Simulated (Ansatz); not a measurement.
LaAlO₃ (cubic perovskite)

```
CELL_PARAMETERS angstrom
      3.78694     0.00000     0.00000
      0.00000     3.78694     0.00000
      0.00000     0.00000     3.78694
ATOMIC_POSITIONS crystal
  La 0.00000 0.00000 0.00000
  Al 0.50000 0.50000 0.50000
  O  0.00000 0.50000 0.50000
  O  0.50000 0.50000 0.00000
  O  0.50000 0.00000 0.50000
```

This relaxed cell (volume V₀) is scaled evenly in all directions, its shape held. Symmetry pins the atoms to their sites.

Calculation: r2SCAN (plane waves to 500 eV, PAW, scalar-relativistic; Ansatz, a program for electronic structure). k mesh 9×9×9 (Γ-centred), Fermi-Dirac smearing 0.05 eV. The energy includes the smearing's −TS. Stress and pressure are positive under compression. LaAlO3 is run without spin polarisation. LaAlO3 was relaxed with its symmetry unable to fall. This is a high-temperature form of LaAlO3. ΔE is measured from the relaxed starting cell.

Task: What ΔE (kJ/mol of atoms) and P (GPa) does the calculation give at V/V₀ = 0.940, 0.950, 0.980, 0.990, 1.010, 1.030, 1.050, 1.060?

Result: 
```tsv
V/V₀	ΔE (kJ/mol of atoms)	P (GPa)
0.940	2.78	15.0
0.950	1.90	12.1
0.980	0.29	4.5
0.990	0.07	2.2
1.010	0.07	-2.1
1.030	0.59	-5.9
1.050	1.59	-9.3
1.060	2.25	-10.9
```

(Under strain, the slope of the energy per volume gives the stress and its curvature an elastic modulus.)
